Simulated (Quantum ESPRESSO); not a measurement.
## FeSi under changes of volume

One of the cells (12.016 Å³/atom); the others are scaled copies at fixed shape and fractional positions:

```
CELL_PARAMETERS angstrom
4.58084 0.00000 0.00000
0.00000 4.58084 0.00000
0.00000 0.00000 4.58084
ATOMIC_POSITIONS crystal
Fe 0.86348 0.63652 0.36348
Fe 0.63652 0.36348 0.86348
Fe 0.36348 0.86348 0.63652
Fe 0.13652 0.13652 0.13652
Si 0.15760 0.34240 0.65760
Si 0.34240 0.65760 0.15760
Si 0.65760 0.15760 0.34240
Si 0.84240 0.84240 0.84240
```

* Program: Quantum ESPRESSO 7.5
* Functional: PBE
* Potentials or basis: SSSP 1.3 efficiency PBE
* Cutoff: 871 eV
* Density cutoff: 10640 eV
* k mesh: 6 × 6 × 6
* Occupations: fermi-dirac, width 0.05 eV
* Spin: collinear spin, ferromagnetic start
* Starting moments: [3.0, 3.0, 3.0, 3.0, 0.0, 0.0, 0.0, 0.0] μB

```csv
volume (Å³/atom),energy over the lowest point (meV/atom),pressure (GPa),moment (μB per cell)
11.544,0.00,-8.2,3.28
11.780,11.49,-11.2,3.73
12.016,?,?,?
12.251,48.93,-17.0,3.99
12.487,73.95,-19.5,4.06
```

Problem. What does the run at 12.016 Å³/atom give?

Solution. Energy over the lowest point 27.99 meV/atom; pressure -14.2 GPa; moment 3.89 μB per cell.

Worked out: A Birch-Murnaghan fit of order 2 (a polynomial in V^(-2/3)) to the other rows has no minimum within the range. It gives 28.01 meV/atom at 12.016 Å³/atom, against the run's 27.99, and -dE/dV = -12.8 GPa, against -14.2. A parabola through the other rows of the moment, of slope 0.771 μB per Å³/atom there, gives 3.92 μB, against the run's 3.89.

Energies are extrapolated to zero smearing.
